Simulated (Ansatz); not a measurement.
SiO$_{2}$: how the energy converges with the cutoff

SiO$_{2}$, P1, a = 5.074 Å, b = 4.994 Å, c = 5.042 Å, α, β, γ = 123.0°, 123.4°, 83.9°. Ansatz: r2SCAN, PAW, cutoff varied, Γ-centred 6×6×8 mesh on 6 atoms, Gaussian smearing 0.02 eV; no spin polarisation. Single points at one geometry with displaced atoms, the cutoff alone changed; ΔE is the energy at zero smearing over the run at 600 eV. The runs up to 350 eV lie under the cutoff recommended for these PAW datasets.

| cutoff (eV) | ΔE (meV/atom) |
| --- | --- |
| 200 | ? |
| 250 | 1204.32 |
| 300 | 279.17 |
| 350 | 52.50 |
| 500 | 2.23 |

Task: Assume ΔE falls exponentially with the cutoff, fit y = ln ΔE against x, the cutoff in eV, to the other rows, and predict the missing value.

Result: y = 7.094, 5.632, 3.961, 0.802. Means x = 350.0, y = 4.3722; Σ(Δx)² = 35000, ΣΔxΔy = -870.7; the slope is their ratio. y = 13.08 − 0.02488 x, a factor of ten per 93 eV. At 200 eV this gives ΔE = 3307.67 meV/atom. The run gave 4441.00, a ratio of 0.74. Between neighbouring rows the decay runs from a factor of ten per 69 eV to one per 109 eV, so one exponential is only a rough guide. The reference at 600 eV isn't the complete basis: by the fit it lies 0.16 meV/atom above it, and every ΔE is lowered by that much, or by more if the decay slows beyond the rows, as it often does.

This form isn't the usual stable structure of the compound.

Cost: 6 runs of about 2.6 core-minutes in all, on Intel Xeon Platinum 8488C (Sapphire Rapids) (shared hosts).